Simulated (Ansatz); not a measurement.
Input and command of a plane-wave DFT calculation in Ansatz:

```yaml
crystal:
  lattice:
    - [0.0, 2.3136118677, 2.3136118677]
    - [2.3136118677, 0.0, 2.3136118677]
    - [2.3136118677, 2.3136118677, 0.0]
  atoms:
    - { symbol: Zr, position: [0.0, 0.0, 0.0] }
    - { symbol: "N", position: [0.5, 0.5, 0.5] }
basis:
  ecutwfc: 420
kpoints:
  mp_grid: { grid: [16, 16, 16] }
hamiltonian:
  xc: pbe
scf:
  occupations: { method: gaussian, width: 0.1 }
output:
  forces: true
  stress: true
  eigenvalues: true
  write_density: true
  write_potential: true
  elf: true
  volumetric_format: npy
relax:
  adjacent_minimum: "off"
  f_tol: 0.005
  max_steps: 80
  cell: { stress_tol: 0.05 }
```

```bash
ansatz run input.yaml --threads 2 --pin off --max-ram 5120MiB --backend cpu --events-out ev --progress --plain --runs-dir out
```

Processor: Intel(R) Xeon(R) Platinum 8259CL CPU @ 2.50GHz (Skylake/Cascade Lake), 2 threads, on a host shared with other jobs.

Q: How long does it run, and how much memory does it take?

A: About 15 s on 2 threads of Intel(R) Xeon(R) Platinum 8259CL CPU @ 2.50GHz (Skylake/Cascade Lake) (shared host), peak memory 0.43 GiB. It solves 13 bands at 145 k points (the mesh reduced by the symmetry that the task leaves, which can be less than the crystal's) with about 459 plane waves (on the last cell), in 47 SCF iterations over 7 ionic steps.
